Q: Which of these seven volumes of molybdenum disilicide is closest to the one the crystal would choose for itself?

Tetragonal MoSi₂ computed with ABACUS 3.10.1 using PBE without spin polarisation, PseudoDojo NC SR 0.4.1 PBE standard pseudopotentials, a 1102 eV plane-wave cutoff, a 12×12×12 k mesh and Fermi-Dirac smearing of 0.05 eV. The cell is scaled at fixed shape and fractional coordinates, and energies are counted from the minimum of the fitted equation of state.

```
volume (Å³/atom)  energy (meV/atom)  pressure (GPa)
           12.61              49.53          17.740
           12.88              24.63          12.040
           13.15               8.78           6.930
           13.42               1.07           2.330
           13.68               0.67          -1.800
           13.95               6.84          -5.510
           14.22              18.88          -8.840
```

A: Look at the sign of the pressure. Where it is positive the squeezed crystal pushes outwards, and where it is negative the stretched crystal pulls inwards. The sign changes between 13.42 and 13.68 Å³/atom, and a straight line between those two rows crosses zero at 13.57, where the energy also has its minimum. The closest of the seven is therefore 13.68, which also has the lowest energy in the table. The scale to remember is that squeezing this solid by one percent in volume takes about 2 GPa and costs about 1 meV per atom.

Q: Two gigapascals is some twenty thousand atmospheres. How can that cost so little energy?

A: Because the crystal hardly moves. The energy stored is the work done against the pressure, and that pressure starts from zero at the minimum and grows in proportion to the volume change. Work is then the area of a triangle:

energy ≈ ½ × pressure × volume change

For the cell at 13.42 Å³/atom the pressure is 2.33 GPa, and the minimum lies 0.15 Å³ per atom away. One GPa times one Å³ is about 6.2 meV, so the estimate is ½ × 2.33 × 0.15 × 6.2 ≈ 1.1 meV per atom. The table has 1.07. The agreement shows that energies and pressures tell the same story, and that the crystal behaves like a simple spring this close to its minimum.

Q: The smallest volume costs 49.53 meV per atom and the largest only 18.88. Is the crystal 2.6 times harder to squeeze than to stretch?

A: No, because the two ends are not equally far from the minimum. The smallest volume lies 7.0 % below it and the largest 4.8 % above. The energy of a spring grows with the square of the distance, and this alone makes a factor of 2.1. What remains is a factor of about 1.24, and only that part reflects a real difference between squeezing and stretching.

Q: So the spring is not perfect. How does its stiffness change?

A: The measure of stiffness is the bulk modulus, the pressure rise per relative loss of volume:

bulk modulus = −volume × (change of pressure) / (change of volume)

Taken between neighbouring rows, it falls from 271 GPa at the compressed end to 175 GPa at the stretched end. Each further GPa of pressure makes the crystal stiffer by about 4 GPa. The output below lists the value for each pair of rows.

This shows how far the one-percent rule carries. With the modulus of 207.5 GPa found at the minimum, and a pressure that kept growing in proportion to the volume change, a squeeze of 7.03 % would need 0.0703 × 207.5 ≈ 14.6 GPa, whereas the table has 17.74. Most of this gap is the stiffening. A small part would appear even with a constant bulk modulus, because the modulus refers each step to the volume already reached, and that volume shrinks during the squeeze.

Q: Why should a solid become stiffer when it is squeezed?

A: The reason comes from the general theory of solids, since the table holds only total energies and pressures. Two forces balance at the minimum. The bonds, both from molybdenum to silicon and from silicon to silicon, pull the atoms together, and their strength changes gently with distance. The repulsion changes steeply: when electron clouds are pushed into each other, the Pauli principle forces electrons into states of higher kinetic energy.

Squeezing therefore brings the steep force into play, and each further step costs more than the last. Stretching lets the repulsion fade and leaves the gentler pull of the bonds. The same reasoning holds for most dense solids, so for a neighbouring compound you may expect a curve that is steeper on the compressed side, even before you know its bulk modulus.

Q: What would change if the cell were free to adjust its shape at each volume?

A: This crystal is tetragonal, so its height and its width can change independently, and the silicon atoms can shift along the tall axis. Here all proportions were held fixed. If they were freed, the total energy at each volume could only fall or stay the same, because the crystal would be choosing the cheapest shape among many.

If the given proportions are already close to the best ones, the bulk modulus at the minimum should also fall or stay the same, since the softer direction would take up more of the squeeze. As far as shape is concerned, 207.5 GPa is thus best read as an upper value for this level of theory. Zero pressure in the table also means zero on average over the three directions, and a small push along one axis may still be balanced by a pull along the others.

Q: Which digits can I trust?

A: That depends on whether you use a value or a difference. A volume rounded to 0.01 Å³ is perfectly good as a volume, but the step from one row to the next is only about 0.27 Å³. Between 13.42 and 13.68 the printed step is 0.26, and the bulk modulus worked out from it is 215 GPa instead of 209. An error of 3 % has appeared from rounding alone.

The smoothness of the curve is a matter of precision, not of closeness to nature. PBE tends to make solids slightly too large and too soft, and the k mesh and cutoff are usual working values, not converged limits. For comparison with a real sample I would quote 13.6 Å³/atom and about 210 GPa, and keep the further digits for comparing calculations made with the same settings.

Q: Heating elements of this silicide run far above 1000 °C. Is the table of any use there?

A: It is, if you read it as a map from volume to stiffness. The atoms in the calculation stand still, so heat enters only through the expansion that you supply yourself. Suppose, for example, that the hot crystal has swollen by about 4 % in volume. That is the middle of the interval between the two largest volumes, where the bulk modulus is 175 GPa, about a sixth below its value at the minimum.

So expansion alone should make the hot material noticeably softer. The vibrations of the atoms also act on the stiffness directly, at fixed volume. Whether they add to the softening or work against it, and by how much, is the question that a calculation with moving atoms would have to answer.

The analysis program printed:

```
Distance from the minimum and energy:
    row  volume change in %  energy over squared distance in meV/A^6 per atom  parabola energy in meV/atom  table less parabola in meV/atom
  12.61               -7.03                                             54.47                        43.42                            6.115
  12.88              -5.052                                             52.46                        22.42                             2.21
  13.15              -3.073                                             50.51                        8.299                           0.4807
  13.42              -1.095                                             48.47                        1.054                          0.01591
  13.68              0.8827                                             46.73                       0.6846                          -0.0146
  13.95               2.861                                             45.42                         7.19                          -0.3504
  14.22               4.839                                             43.82                        20.57                           -1.692
Intervals ending at each row:
    row  pressure from energy step in GPa  mean of end pressures in GPa  local bulk modulus in GPa  same from rounded volumes in GPa
  12.88                             14.87                         14.89                      270.8                             269.1
  13.15                             9.464                         9.485                      247.8                             246.3
  13.42                             4.604                          4.63                      227.7                             226.3
  13.68                            0.2388                         0.265                      208.6                             215.2
  13.95                            -3.684                        -3.655                      191.1                             189.8
  14.22                            -7.189                        -7.175                      174.8                             173.7
Volume of zero pressure by a straight line between the two middle rows (A^3/atom): 13.57
Volume increase from given cell to minimum (%): 1.107
Matching increase of every cell edge (%): 0.3678
Energy of given cell from half pressure times volume change (meV/atom): 1.08
Energy difference between rows 13.42 and 13.68 (meV/atom): 0.4
Energy ratio of smallest to largest volume: 2.623
Part of that ratio from squared distances alone: 2.11
Remaining factor from unequal stiffness: 1.243
Local bulk modulus ratio of first to last interval: 1.549
Rise of local bulk modulus per GPa of pressure (GPa/GPa): 4.347
Largest gap between the two interval pressures (GPa): 0.02919
Largest error of local bulk modulus from rounded volumes (%): 3.198
```
